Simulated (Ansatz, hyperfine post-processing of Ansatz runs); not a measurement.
# Na2CoSiCO7: isotropic lines and sites in a paramagnetic 17O spectrum

Calculated values: DFT, PBEsol+U, plane-wave PAW, default files (PAW set soft_2), collinear spin, scalar-relativistic (Ansatz), contact and point-dipole shifts scaled to 320 K with Θ = 0 K (a pure Curie law); spin-only moments, above the ordering temperature.

```xyz
24
Lattice="5.1554 0.0000 0.0000 0.0000 6.3339 0.0000 -0.3312 0.0000 9.0137" Properties=species:S:1:pos:R:3 pbc="T T T"
Co    0.9570    4.7504    3.0942
Co    3.8672    1.5835    5.9195
Si    1.3395    1.5835    3.8984
Si    3.4847    4.7504    5.1153
Na    3.8252    0.0984    2.2185
Na    3.8252    3.0685    2.2185
Na    0.9990    3.2653    6.7952
Na    0.9990    6.2355    6.7952
O     3.5346    1.5835    0.4451
O     0.2109    4.7504    1.3208
O     2.3219    4.7504    1.7060
O     0.9956    0.2809    2.9429
O     0.9956    2.8861    2.9429
O     4.3715    4.7504    3.7455
O     2.9562    1.5835    4.2370
O     1.8680    4.7504    4.7767
O     0.4527    1.5835    5.2682
O     3.8286    3.4478    6.0708
O     3.8286    6.0530    6.0708
O     2.5023    1.5835    7.3077
O     4.6133    1.5835    7.6929
O     1.2896    4.7504    8.5685
C     1.3944    4.7504    0.7706
C     3.4298    1.5835    8.2431
```

17O MAS at 4.7 T (27.1 MHz), 60 kHz, 320 K; contact and dipolar shift alone, no orbital or quadrupolar part; lines under 1.5 % of the strongest are left out. NMR lines, with heights relative to the strongest:

```csv
position (ppm),intensity
-33.0,51
203.3,100
239.1,50
871.8,50
1104.6,50
1167.9,50
```

Q: Find the isotropic shifts among the lines and assign them to the O sites.

Sidebands are spaced by 2211 ppm (the spinning rate over the resonance of 27.1 MHz). An isotropic line need not be the tallest: it is the area-weighted centre of its own family of sidebands, and the one that stays put when the rate is changed. Isotropic shifts: -33 ppm for atom 9 and the 1 atom equivalent to it (no Co within 3.2 Å), reduced anisotropy 102 ppm; 1105 ppm for atom 10 and the 1 atom equivalent to it (bonded to 1 Co at 1.92 Å), reduced anisotropy 554 ppm; 872 ppm for atom 11 and the 1 atom equivalent to it (bonded to 1 Co at 1.95 Å), reduced anisotropy 513 ppm; 203 ppm for atom 12 and the 3 atoms equivalent to it (bonded to 1 Co at 1.87 Å), reduced anisotropy 588 ppm; 239 ppm for atom 14 and the 1 atom equivalent to it (bonded to 1 Co at 1.86 Å), reduced anisotropy 623 ppm; 1168 ppm for atom 15 and the 1 atom equivalent to it (bonded to 1 Co at 1.91 Å), reduced anisotropy 485 ppm. The families' total areas stand as 1:1:1:2:1:1; where areas are equal the match rests on the calculation.

[Logs are printed without paths, hosts, clocks, repeated set-up lines and the standing remarks that a program may print on its own settings, such as how far it seeks lower states.]

[Hosts, paths, dates, database ids (printed as entryN), source tags and the programs' standing remarks are cut or masked in the printed files.]
